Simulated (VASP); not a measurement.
# Ni (Im-3m) in VASP: further runs

Runs on Ni. Level: r2SCAN. Tasks: equation of state.

All numbers are computed with VASP 6.6.1; they aren't measurements. Logs are shortened: lines on timing, memory, paths and dates and some standing lists are left out, and cuts for length are marked.

### 1 The crystal as given

Symmetry: Im-3m, No. 229, cubic system. Conventional cell: a = 2.767 Å, b = 2.767 Å, c = 2.767 Å, α = 90.00°, β = 90.00°, γ = 90.00°. Around Ni (site symmetry m-3m) lie 8 Ni at 2.40 Å.

This isn't the form of Ni at room conditions, which is fcc.

### 2 Equation of state, r2SCAN, collinear spin, ferromagnetic start, 10.17 Å³/atom (a relaxed cell with its volume scaled by 0.96)

Contents of INCAR:

```
SYSTEM = Ni
  PREC = Accurate
  ENCUT = 520
  EDIFF = 1E-7
  ISMEAR = -1
  SIGMA = 0.05
  LREAL = .False.
  LASPH = .True.
  NELM = 100
  ALGO = Normal
  ISIF = 2
  LWAVE = .False.
  LCHARG = .False.
  ISPIN = 2
  MAGMOM = 1
  LORBIT = 11
  LMAXMIX = 4
  METAGGA = R2SCAN
  LMIXTAU = .True.
```

Contents of KPOINTS:

```
regular mesh
0
Gamma
  12 12 12
  0 0 0
```

Contents of POSCAR:

```
Ni                                      
1.0
   -1.3650143198      1.3650143198      1.3650143198
    1.3650143198     -1.3650143198      1.3650143198
    1.3650143198      1.3650143198     -1.3650143198
  Ni            
     1
Direct
     0.0000000000000000    0.0000000000000000    0.0000000000000000
```

Potentials or basis: VASP PAW PBE potentials, release 64 (Ni).

The run is started by

```
cat potpaw_PBE.64/Ni/POTCAR > POTCAR
mpirun -np 1 vasp_std > vasp.out
```

OUTCAR:

```text
SYSTEM = Ni
   PREC = Accurate
   ENCUT = 520
   EDIFF = 1E-7
   ISMEAR = -1
   LREAL = .False.
   LASPH = .True.
   NELM = 100
   ISIF = 2
   ISPIN = 2
   LORBIT = 11
   METAGGA = R2SCAN

 ion  position               nearest neighbor table
   1  0.000  0.000  0.000-

  LATTYP: Found a body centered cubic cell.
 ALAT       =     2.7300286396

  Lattice vectors:

 A1 = (  -1.3650143198,   1.3650143198,   1.3650143198)
 A2 = (   1.3650143198,  -1.3650143198,   1.3650143198)
 A3 = (   1.3650143198,   1.3650143198,  -1.3650143198)

Analysis of symmetry for initial positions (statically):
=====================================================================
 Subroutine PRICEL returns:
 Original cell was already a primitive cell.

 Routine SETGRP: Setting up the symmetry group for a
 body centered cubic supercell.

 Subroutine GETGRP returns: Found 48 space group operations
 (whereof 48 operations were pure point group operations)
 out of a pool of 48 trial point group operations.

The static configuration has the point symmetry O_h .

Analysis of symmetry for dynamics (positions and initial velocities):
=====================================================================
 Subroutine PRICEL returns:
 Original cell was already a primitive cell.

 Routine SETGRP: Setting up the symmetry group for a
 body centered cubic supercell.

 Subroutine GETGRP returns: Found 48 space group operations
 (whereof 48 operations were pure point group operations)
 out of a pool of 48 trial point group operations.

The dynamic configuration has the point symmetry O_h .

Analysis of structural, dynamic, and magnetic symmetry:
=====================================================================
 Subroutine PRICEL returns:
 Original cell was already a primitive cell.

 Routine SETGRP: Setting up the symmetry group for a
 body centered cubic supercell.

 Subroutine GETGRP returns: Found 48 space group operations
 (whereof 48 operations were pure point group operations)
 out of a pool of 48 trial point group operations.

The overall configuration has the point symmetry O_h .

 Subroutine INISYM returns: Found 48 space group operations
 (whereof 48 operations are pure point group operations),
 and found     1 'primitive' translations

----------------------------------------------------------------------------------------

                                     Primitive cell

  volume of cell :      10.1735

  direct lattice vectors                    reciprocal lattice vectors
    -1.365014320  1.365014320  1.365014320     0.000000000  0.366296524  0.366296524
     1.365014320 -1.365014320  1.365014320     0.366296524  0.000000000  0.366296524
     1.365014320  1.365014320 -1.365014320     0.366296524  0.366296524  0.000000000

  length of vectors
     2.364274155  2.364274155  2.364274155     0.518021512  0.518021512  0.518021512

  position of ions in fractional coordinates (direct lattice)
     0.000000000  0.000000000  0.000000000

  ion indices of the primitive-cell ions
   primitive index   ion index
                 1           1

----------------------------------------------------------------------------------------

 KPOINTS: regular mesh

Automatic generation of k-mesh.
 Grid dimensions read from file:
 generate k-points for:   12   12   12

 Generating k-lattice:

  Cartesian coordinates                     Fractional coordinates (reciprocal lattice)
     0.000000000  0.030524710  0.030524710     0.083333333  0.000000000  0.000000000
     0.030524710  0.000000000  0.030524710     0.000000000  0.083333333  0.000000000
     0.030524710  0.030524710  0.000000000     0.000000000  0.000000000  0.083333333

  Length of vectors
     0.043168459  0.043168459  0.043168459

  Shift w.r.t. Gamma in fractional coordinates (k-lattice)
     0.000000000  0.000000000  0.000000000

 Subroutine IBZKPT returns following result:
 ===========================================

 Found     72 irreducible k-points:

 Following reciprocal coordinates:
            Coordinates               Weight
  0.000000  0.000000  0.000000      1.000000
  0.083333  0.000000  0.000000     12.000000
  0.166667  0.000000  0.000000     12.000000
  0.250000  0.000000  0.000000     12.000000
  0.333333  0.000000  0.000000     12.000000
  0.416667  0.000000  0.000000     12.000000
[... 16 lines left out ...]
  0.333333  0.083333  0.083333     24.000000
  0.416667  0.083333  0.083333     12.000000
 [... further k-points ...]
   k-points           NKPTS =     72   k-points in BZ     NKDIM =     72   number of bands    NBANDS=     10
   number of dos      NEDOS =    301   number of ions     NIONS =      1
   total plane-waves  NPLWV =   5832
   dimension x,y,z NGX =    18 NGY =   18 NGZ =   18
   dimension x,y,z NGXF=    36 NGYF=   36 NGZF=   36
   ions per type =               1
   NGX,Y,Z   is equivalent  to a cutoff of  12.66, 12.66, 12.66 a.u.
   NGXF,Y,Z  is equivalent  to a cutoff of  25.31, 25.31, 25.31 a.u.
 SYSTEM =  Ni
   PREC   = accura    normal or accurate (medium, high low for compatibility)
   ISTART =      0    job   : 0-new  1-cont  2-samecut
   ICHARG =      2    charge: 1-file 2-atom 10-const
   ISPIN  =      2    spin polarized calculation?
   LNONCOLLINEAR =      F non collinear calculations
   LSORBIT =      F    spin-orbit coupling
   LASPH  =      T    aspherical Exc in radial PAW
   ENCUT  =  520.0 eV  38.22 Ry    6.18 a.u.   4.40  4.40  4.40*2*pi/ulx,y,z
   NELM   =    100;   NELMIN=  2; NELMDL= -5     # of ELM steps
   EDIFF  = 0.1E-06   stopping-criterion for ELM
   LREAL  =      F    real-space projection
   EDIFFG = 0.1E-05   stopping-criterion for IOM
   NSW    =      0    number of steps for IOM
   IBRION =     -1    ionic relax: 0-MD 1-quasi-New 2-CG
   NFREE  =      0    steps in history (QN), initial steepest desc. (CG)
   ISIF   =      2    stress and relaxation
   ISYM   =      2    0-nonsym 1-usesym 2-fastsym
   POTIM  = 0.5000    time-step for ionic-motion
   TEBEG  =    0.0;   TEEND  =   0.0 temperature during run
   PSTRESS=    0.0 pullay stress
   NELECT =      10.0000    total number of electrons
   NUPDOWN=      -1.0000    fix difference up-down
   EMIN   =  10.00;   EMAX   =-10.00  energy-range for DOS
   EFERMI =   0.00;   METHOD = LEGACY
   ISMEAR =    -1;   SIGMA  =   0.05  broadening in eV -4-tet -1-fermi 0-gaus
   EFERMI_NEDOS =   21; number of points for ismear=-14 and -15
   IALGO  =     38    algorithm
   IMIX   =      4    mixing-type and parameters
     AMIX     =   0.40;   BMIX     =  1.00
     AMIX_MAG =   1.60;   BMIX_MAG =  1.00
  volume/ion in A,a.u.               =      10.17        68.65
  Fermi-wavevector in a.u.,A,eV,Ry     =   1.627737  3.075977 36.049023  2.649528
  Thomas-Fermi vector in A             =   2.720483
   LORBIT       =     11    0 simple, 1 ext, 2 COOP (PROOUT), +10 PAW based schemes
   METAGGA = R2SCAN    functional components
   LHFCALC =     F    Hartree Fock is set to
   AEXX    =    0.0000 exact exchange contribution
   IVDW    =     0    specifies the selected vdW correction
   LEPSILON=     F    determine dielectric tensor
   LRPA    =     F    only Hartree local field effects (RPA)
 spin polarized calculation
  energy-cutoff  :      520.00
  volume of cell :       10.17
 maximum number of plane-waves:       281
 NGX is ok and might be reduce to    18
   NGX =  9   NGY =  9   NGZ =  9

 number of electron      10.0000011 magnetization       0.5957271

 Free energy of the ion-electron system (eV)
  ---------------------------------------------------
  ext. energy  EPLUGINS =         0.00000000
  ---------------------------------------------------
  free energy    TOTEN  =       -11.81860919 eV

  energy without entropy =      -11.80901413  energy(sigma->0) =      -11.81381166

 E-fermi :  10.0959     XC(G=0): -14.8251

 val. band max:       10.0932670275   @ k =   0.4167   0.1667  -0.0000
 cond. band min:      10.1074683352   @ k =  -0.2500   0.2500   0.2500
 fundamental gap:      0.0142013077
 Fermi energy:        10.0958829378

 spin component 1

 k-point     1 :       0.0000    0.0000    0.0000
  band No.  band energies     occupation
      1       0.3896      1.00000
      2       7.2806      1.00000
      3       7.2808      1.00000
      4       7.2808      1.00000
      5       8.9509      1.00000
      6       8.9509      1.00000
      7      38.2916      0.00000
      8      38.2917      0.00000
      9      38.2917      0.00000
     10      43.7999      0.00000
[... 287 lines left out ...]
 k-point    24 :       0.4167    0.0833    0.0833
  band No.  band energies     occupation
      1       5.1489      1.00000
      2       6.2061      1.00000
      3       8.1871      1.00000
      4       8.9095      1.00000
      5       9.1354      1.00000
      6      12.4333      0.00000
      7      17.3891      0.00000
      8      27.2685      0.00000
      9      28.6032      0.00000
     10      39.6785      0.00000

 [... further k-points ...]

 spin component 2

 k-point     1 :       0.0000    0.0000    0.0000
  band No.  band energies     occupation
      1       0.2084      1.00000
      2       8.4016      1.00000
      3       8.4016      1.00000
      4       8.4018      1.00000
      5       9.4978      0.99999
      6       9.4978      0.99999
      7      38.2571      0.00000
      8      38.2571      0.00000
      9      38.2572      0.00000
     10      43.7846      0.00000
[... 287 lines left out ...]
 k-point    24 :       0.4167    0.0833    0.0833
  band No.  band energies     occupation
      1       5.6851      1.00000
      2       7.1784      1.00000
      3       8.7819      1.00000
      4       9.6386      0.99989
      5       9.7023      0.99962
      6      12.9579      0.00000
      7      17.8819      0.00000
      8      27.3635      0.00000
      9      28.7986      0.00000
     10      39.7843      0.00000

 [... further k-points ...]

------------------------ aborting loop because EDIFF is reached ----------------------------------------

  FORCE on cell =-STRESS in cart. coord.  units (eV):
  Direction    XX          YY          ZZ          XY          YZ          ZX
  --------------------------------------------------------------------------------------
  -------------------------------------------------------------------------------------
  Total        0.6199480      0.6199480      0.6199480      0.0000000     -0.0000000      0.0000000
  in kB       97.6324580     97.6324580     97.6324580      0.0000000     -0.0000000      0.0000000
  external PRESSURE =      97.6324580 kB  Pullay stress =       0.0000000 kB

 VOLUME and BASIS-vectors are now :
 -----------------------------------------------------------------------------
  energy-cutoff  :      520.00
  volume of cell :       10.17
      direct lattice vectors                 reciprocal lattice vectors
    -1.365014320  1.365014320  1.365014320     0.000000000  0.366296524  0.366296524
     1.365014320 -1.365014320  1.365014320     0.366296524  0.000000000  0.366296524
     1.365014320  1.365014320 -1.365014320     0.366296524  0.366296524  0.000000000

 POSITION                                       TOTAL-FORCE (eV/Angst)
 -----------------------------------------------------------------------------------
      0.00000      0.00000      0.00000        -0.000000     -0.000000     -0.000000
 -----------------------------------------------------------------------------------
    total drift:                                0.000000      0.000000      0.000000

  FREE ENERGIE OF THE ION-ELECTRON SYSTEM (eV)
  ---------------------------------------------------
  free  energy   TOTEN  =       -11.8186091942 eV

  energy  without entropy=      -11.8090141322  energy(sigma->0) =      -11.81381166

 total charge

# of ion       s       p       d       tot
------------------------------------------
    1        0.534   0.565   8.380   9.479

 magnetization (x)

# of ion       s       p       d       tot
------------------------------------------
    1       -0.009  -0.032   0.648   0.607
```

Run time: 79 s. Hardware: 1 thread of Intel Xeon Platinum 8259CL at 2.50GHz (Skylake/Cascade Lake), shared host; peak memory 0.13 GiB.

What came out:

```
Free energy                                           : -11.8186 eV
Pressure                                              : 9.8 GPa
Band gap on the k mesh                                : none (metal or under the smearing width)
Net moment                                            : 0.60 μB per cell
Site moments                                          : Ni +0.61 μB
Valence electrons inside the program's atomic spheres : Ni 9.48
```

Caveat: the PAW data sets were made with another functional, which shifts forces and pressure a little.

### 3 Equation of state, r2SCAN, collinear spin, ferromagnetic start, 10.39 Å³/atom (a relaxed cell with its volume scaled by 0.98)

INCAR is that of step 2.

KPOINTS is that of step 2.

Contents of POSCAR:

```
Ni                                      
1.0
   -1.3744285092      1.3744285092      1.3744285092
    1.3744285092     -1.3744285092      1.3744285092
    1.3744285092      1.3744285092     -1.3744285092
  Ni            
     1
Direct
     0.0000000000000000    0.0000000000000000    0.0000000000000000
```

Potentials or basis: VASP PAW PBE potentials, release 64 (Ni).

The run is started by

```
cat potpaw_PBE.64/Ni/POTCAR > POTCAR
mpirun -np 1 vasp_std > vasp.out
```

It took 75 s on 1 thread of Intel Xeon Platinum 8259CL at 2.50GHz (Skylake/Cascade Lake), shared host; peak memory 0.13 GiB.

The run converged. Its results:

* Free energy: -11.8283 eV
* Pressure: 4.8 GPa
* Band gap on the k mesh: none (metal or under the smearing width)
* Net moment: 0.62 μB per cell
* Site moments: Ni +0.63 μB
* Valence electrons inside the program's atomic spheres: Ni 9.44

Caveat: the PAW data sets were made with another functional, which shifts forces and pressure a little.

### 4 Equation of state, r2SCAN, collinear spin, ferromagnetic start, 10.60 Å³/atom

INCAR is that of step 3.

KPOINTS is that of step 3.

Contents of POSCAR:

```
Ni                                      
1.0
   -1.3837154700      1.3837154700      1.3837154700
    1.3837154700     -1.3837154700      1.3837154700
    1.3837154700      1.3837154700     -1.3837154700
  Ni            
     1
Direct
     0.0000000000000000    0.0000000000000000    0.0000000000000000
```

The run is started by

```
cat potpaw_PBE.64/Ni/POTCAR > POTCAR
mpirun -np 1 vasp_std > vasp.out
```

Wall time 81 s (1 thread of Intel Xeon Platinum 8259CL at 2.50GHz (Skylake/Cascade Lake), shared host); peak memory 0.13 GiB.

It converged, with:

```yaml
Free_energy: -11.8318 eV
Pressure: 0.4 GPa
Band_gap_on_the_k_mesh: none (metal or under the smearing width)
Net_moment: 0.64 μB per cell
Site_moments: Ni +0.66 μB
Valence_electrons_inside_the_program's_atomic_spheres: Ni 9.40
```

Caveat: the PAW data sets were made with another functional, which shifts forces and pressure a little.

### 5 Equation of state, r2SCAN, collinear spin, ferromagnetic start, 10.81 Å³/atom (a relaxed cell with its volume scaled by 1.02)

INCAR is that of step 4.

KPOINTS is that of step 4.

Contents of POSCAR:

```
Ni                                      
1.0
   -1.3928794157      1.3928794157      1.3928794157
    1.3928794157     -1.3928794157      1.3928794157
    1.3928794157      1.3928794157     -1.3928794157
  Ni            
     1
Direct
     0.0000000000000000    0.0000000000000000    0.0000000000000000
```

The run is started by

```
cat potpaw_PBE.64/Ni/POTCAR > POTCAR
mpirun -np 1 vasp_std > vasp.out
```

Wall time 92 s (1 thread of Intel Xeon Platinum 8259CL at 2.50GHz (Skylake/Cascade Lake), shared host); peak memory 0.13 GiB.

The run converged. Its results:

| Item | Value |
| --- | --- |
| Free energy | -11.8299 eV |
| Pressure | -3.4 GPa |
| Band gap on the k mesh | none (metal or under the smearing width) |
| Net moment | 0.66 μB per cell |
| Site moments | Ni +0.68 μB |
| Valence electrons inside the program's atomic spheres | Ni 9.36 |

Caveat: the PAW data sets were made with another functional, which shifts forces and pressure a little.

### 6 Equation of state, r2SCAN, collinear spin, ferromagnetic start, 11.02 Å³/atom (a relaxed cell with its volume scaled by 1.04)

INCAR is that of step 5.

KPOINTS is that of step 5.

Contents of POSCAR:

```
Ni                                      
1.0
   -1.4019243406      1.4019243406      1.4019243406
    1.4019243406     -1.4019243406      1.4019243406
    1.4019243406      1.4019243406     -1.4019243406
  Ni            
     1
Direct
     0.0000000000000000    0.0000000000000000    0.0000000000000000
```

Potentials or basis: VASP PAW PBE potentials, release 64 (Ni).

The run is started by

```
cat potpaw_PBE.64/Ni/POTCAR > POTCAR
mpirun -np 1 vasp_std > vasp.out
```

It took 1.7 min on 1 thread of Intel Xeon Platinum 8259CL at 2.50GHz (Skylake/Cascade Lake), shared host; peak memory 0.13 GiB.

The run converged. Its results:

| Property | Result |
| --- | --- |
| Free energy | -11.8230 eV |
| Pressure | -7.0 GPa |
| Band gap on the k mesh | none (metal or under the smearing width) |
| Net moment | 0.68 μB per cell |
| Site moments | Ni +0.70 μB |
| Valence electrons inside the program's atomic spheres | Ni 9.33 |

Caveat: the PAW data sets were made with another functional, which shifts forces and pressure a little.

### 7 Equation of state, r2SCAN, collinear spin, ferromagnetic start

Potentials or basis: VASP PAW PBE potentials, release 64 (Ni).

This step only gathers the single runs of the series.

What came out:

* Equilibrium volume: 10.62 Å³/atom
* Bulk modulus: 204 GPa
* Pressure derivative of the bulk modulus: 4.7 (rough: it moves with the points fitted)

Energy against volume, from the lowest point:
```csv
volume (Å³/atom),energy (meV/atom)
10.174,13.21
10.385,3.53
10.597,0.00
10.809,1.94
11.021,8.77
```

Caveat: the PAW data sets were made with another functional, which shifts forces and pressure a little.

### 8 The reference run

An earlier run on the cell as given: functional PBE; potentials or basis VASP PAW PBE potentials, release 64 (Ni); cutoff 520 eV; k mesh 13 × 13 × 13; occupations fermi-dirac, width 0.05 eV; collinear spin, ferromagnetic start; starting moments [1.0] μB.

* Pressure: 7.6 GPa
* Band gap on the k mesh: none (metal or under the smearing width)
* Net moment: 0.58 μB per cell
* Site moments: Ni +0.58 μB
* Valence electrons inside the program's atomic spheres: Ni 9.36
